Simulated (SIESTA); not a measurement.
## MnO2 in SIESTA: the effect of basis

The system is MnO2.

```xyz
3
Lattice="2.8566 0.0000 0.0000 -1.4283 2.4739 0.0000 0.0000 0.0000 4.6014" Properties=species:S:1:pos:R:3 pbc="T T T"
Mn    0.0000    0.0000    2.3007
O     0.0000    1.6492    3.2499
O     1.4283    0.8246    1.3515
```

Measurements of this composition are mostly on another form, of space group No. 136.

Alike in all runs:

```yaml
Program: SIESTA 5.4.2
Task: band structure
Functional: PBEsol
Potentials_or_basis: PseudoDojo 0.4 standard (PBEsol files)
Grid_cutoff: 800 Ry
Energy_shift: 0.003 Ry
k_mesh: 11 × 11 × 6
Occupations: fermi-dirac, width 0.05 eV
Spin: collinear spin, ferromagnetic start
Starting_moments: "[4.0, 0.0, 0.0] μB"
```

| basis | gap on the mesh (eV) | pressure (GPa) | largest force (eV/Å) |
| --- | --- | --- | --- |
| SZ | none | 0.5 | 0.50 |
| SZP | 0.39 | 0.1 | 0.29 |
| DZ | 0.45 | 2.6 | 0.01 |
| DZP | 0.69 | 0.5 | 0.25 |
| TZP | 0.71 | -0.3 | 0.08 |
| TZDP | ? | ? | ? |

Task: What does the run with basis TZDP give?

Result: gap on the mesh 0.72 eV; pressure 0.7 GPa; largest force 0.17 eV/Å.

Caveats: short orbitals over semicore shells can move pressures by several GPa; the basis of atomic orbitals isn't converged, which shifts pressures, moduli and gaps; a cell with one magnetic atom can't hold antiferromagnetic order, which such compounds often take; the basis has no polarisation orbitals (some runs); semilocal functionals often make such compounds metallic where correlation or magnetic order opens a gap, which also shifts bond lengths (some runs).

A gap of «none» marks a metal or a gap under the smearing width.
